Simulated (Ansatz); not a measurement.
The system is P.

```xyz
4
Lattice="1.6477 -5.4650 0.0000 1.6477 5.4650 0.0000 0.0000 0.0000 4.5436" Properties=species:S:1:pos:R:3 pbc="T T T"
P     1.6477   -4.4173    2.6754
P     1.6477    4.4173    1.8683
P     1.6477   -1.0477    0.4035
P     1.6477    1.0477    4.1401
```

| Quantity | Value |
| --- | --- |
| Program | Ansatz 0.2.0 |
| Task | relaxation of cell and atoms |
| Functional | PBE |
| Potentials or basis | Ansatz PAW earlier set |
| Cutoff | 510 eV |
| Density cutoff | 2040 eV |
| k mesh | 8 × 8 × 6 |
| Occupations | fermi-dirac, width 0.05 eV |
| Spin | no spin polarisation |

At the start: volume 20.46 Å³/atom.

Q: How do energy, volume and symmetry change on relaxing?

A: It ends after 7 steps and the volume is 21.30 Å³/atom (+4.1 %); space group Cmce (No. 64, to 0.05 Å).

The path:
```csv
step,energy change (eV),largest force (eV/Å),volume (Å³)
1,0.0000,0.3350,81.83
2,-0.0149,0.1109,83.42
3,-0.0183,0.0367,85.27
4,-0.0190,0.0083,85.10
5,-0.0190,0.0072,85.22
6,-0.0190,0.0000,85.21
7,-0.0196,0.0001,85.21
```

Final structure:
```
CELL_PARAMETERS angstrom
1.65608 -5.63934 0.00000
1.65608 5.63934 0.00000
0.00000 0.00000 4.56197
ATOMIC_POSITIONS crystal
P 0.90596 0.09404 0.58649
P 0.09404 0.90596 0.41351
P 0.59404 0.40596 0.08649
P 0.40596 0.59404 0.91351
```

Caveat: the plane-wave basis is chosen anew once the cell has moved, so the energies of steps on either side of that aren't comparable.
